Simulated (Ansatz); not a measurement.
Runs of Ansatz 0.2.0 on NiO. Symmetry: Fm-3m, No. 225, cubic system. The conventional cell has a = 4.172 Å, b = 4.172 Å, c = 4.172 Å, α = 90.00°, β = 90.00°, γ = 90.00°. Ni (site symmetry m-3m) has 6 O at 2.09 Å as nearest neighbours. O (site symmetry m-3m) is surrounded by 6 Ni at 2.09 Å. 

```csv
task,level,potentials or basis,U,cell,k mesh,cutoff (eV),points for each segment of the path,hubbard projectors,double counting,mesh quality,gap on the mesh (eV),pressure (GPa),moment (μB),relaxed volume (Å³/atom)
band structure,PBEsol,Ansatz PAW,-,as given,11 × 11 × 11,420,14,-,-,not flagged,none,-7.4,1.40,-
single point,PBE,Ansatz PAW,-,as given,6 × 6 × 6,420,-,-,-,coarse,none,(c),1.73,-
relaxation of cell and atoms,LDA+U,Ansatz PAW,Ni d U = 4 eV,relaxed,11 × 11 × 11,420,-,ortho-atomic (the default),fll (the default),not flagged,0.52,0.0,(b),8.81
band structure,PBE,Ansatz PAW earlier set,-,as given,11 × 11 × 11,1080,14,-,-,not flagged,none,(a),1.75,-
relaxation of cell and atoms,RPBE+D3(BJ),Ansatz PAW,-,relaxed,11 × 11 × 11,420,-,-,-,not flagged,-,0.0,1.81,9.01
band structure,m-r2SCAN,Ansatz PAW,-,as given,11 × 11 × 11,500,14,-,-,not flagged,none,-0.1,1.84,-
```

Alike in all rows: spin collinear, ferromagnetic start; smearing fermi-dirac 0.05 eV.

Task: Fill in the values left out.

Result: (a) 6.0; (b) 2.00; (c) 5.6.

Caveats: some runs use coarse meshes; a cell with one magnetic atom can't hold antiferromagnetic order, which such compounds often take; semilocal functionals often make such compounds metallic where correlation or magnetic order opens a gap, which also shifts bond lengths (some runs); the PAW data sets come from PBE, with cores solved anew for the run's functional, which leaves a small shift of forces and pressure (some runs); the magnetic or orbital state may not be the lowest (some runs); the plane-wave basis is chosen anew once the cell has moved, so the energies of steps on either side of that aren't comparable (some runs); odd divisions of the mesh miss points on the zone boundary, where band edges often lie, so the gap on the mesh can be too wide (some runs).

A k mesh can miss the band edges.

A gap of «none» marks a metal or a gap under the smearing width.
